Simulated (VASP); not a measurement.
Here is a VASP 6.6.1 calculation.

File INCAR:

```
SYSTEM = CdSe
ALGO     = Fast           ! electronic algorithm
EDIFF    = 1E-7           ! SCF threshold, eV
ENCUT    = 520            ! plane-wave cutoff, eV
GGA      = CA             ! functional
ISIF     = 2              ! what is computed and relaxed
ISMEAR   = 0              ! smearing method
LASPH    = .TRUE.         ! aspherical terms in the spheres
LCHARG   = .FALSE.        ! write CHGCAR
LREAL    = .FALSE.        ! projectors in reciprocal space
LWAVE    = .FALSE.        ! write WAVECAR
NBANDS   = 16             ! bands
NELM     = 100            ! most SCF steps
PREC     = Accurate       ! precision mode
SIGMA    = 0.15           ! smearing width, eV
```

File KPOINTS:

```
k-points
0
G
  14 14 14
  0 0 0
```

The input POSCAR:

```
CdSe
1.0
    0.0000000000      2.7877392600      2.9601767400
    2.7877392600      0.0000000000      2.9601767400
    2.7877392600      2.7877392600      0.0000000000
Cd Se
1 1
Direct
    0.0000000000      0.0000000000      0.0000000000
    0.5000000000      0.5000000000      0.5000000000
```

Potentials or basis: VASP PAW LDA potentials, release 64 (Cd, Se).

Run with:

```sh
$ cat potpaw_LDA.64/Cd/POTCAR potpaw_LDA.64/Se/POTCAR > POTCAR
$ mpirun -np 1 vasp_std > vasp.out
```

Task: Estimate the pressure.

Result: -3.5 GPa.

Task: Predict the band gap on the k mesh.

Result: None (metal or under the smearing width).

Stress tensor (GPa, compression positive):
```
-2.40  0.00  0.00
 0.00 -2.40  0.00
 0.00  0.00 -5.69
```
